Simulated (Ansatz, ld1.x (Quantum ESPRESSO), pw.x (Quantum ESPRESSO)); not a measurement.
## From atom to crystal: TM potential for lithium (Li)

lithium, norm-conserving Troullier–Martins (Kleinman–Bylander form), made with ld1.x (Quantum ESPRESSO) 7.5 (PBE, scalar-relativistic). Core [He], reference 2s0 2p1. Waves: 2s (bound, empty): rc 3.00 bohr; 2p (bound): rc 4.20 bohr; 3d channel at 0.15 Ry: rc 3.40 bohr. Local part: all-electron potential smoothed inside 2.60 bohr (lloc = -1). Core correction: none.

Crystal test: sc Li in pw.x 7.5, no spin, 12³ k-points, Fermi–Dirac smearing 0.01 Ry, cutoffs 35/140 Ry. The reference is all-electron LAPW (Ansatz 0.2.0) with the same functional, mesh and smearing; V0 and B0 come from Birch–Murnaghan fits to the pressures at five volumes. Errors are pseudo minus all-electron; Δ is the rms difference of the E(V) curves that follow from these fits, minima aligned, over ±6 % about the mean V0. Mesh and smearing are coarse, so the numbers serve the comparison and aren't converged zero-temperature values; the lattice is a test structure that the element need not adopt.

All-electron: a0 = 2.736 Å (V0 = 20.48 Å³/atom), B0 = 12.1 GPa.

Problem. How far does the potential miss the all-electron equation of state?

Solution. mean pressure error (GPa): -0.85. The pressure does not cross zero within the volumes sampled, so no fit is given. The largest radius (4.20 bohr) exceeds half the bond length (2.59 bohr), so the spheres overlap, which is one possible source of error among others. This is a poor potential for the solid.

```csv
V (Å³/atom),P all-electron (GPa),P pseudo (GPa)
19.559,0.60,-0.43
20.073,0.25,-0.68
20.588,-0.06,-0.91
21.103,-0.34,-1.11
21.617,-0.60,-1.29
```

Problem. At the middle volume, how do free energy and pressure move when the wave cutoff is lowered (ecutrho kept at four times it)?

Solution.

| cutoff (Ry) | shift of F (meV/atom) | shift of P (GPa) |
| --- | --- | --- |
| 16 | +0.2 | -0.00 |
| 21 | +0.2 | +0.00 |
| 28 | +0.0 | -0.00 |

The run at the middle volume (84 k-points, 5 iterations) took about 1.2 s on one core of a shared host (Neoverse-V2, 96 threads, 742 GiB, load 52).
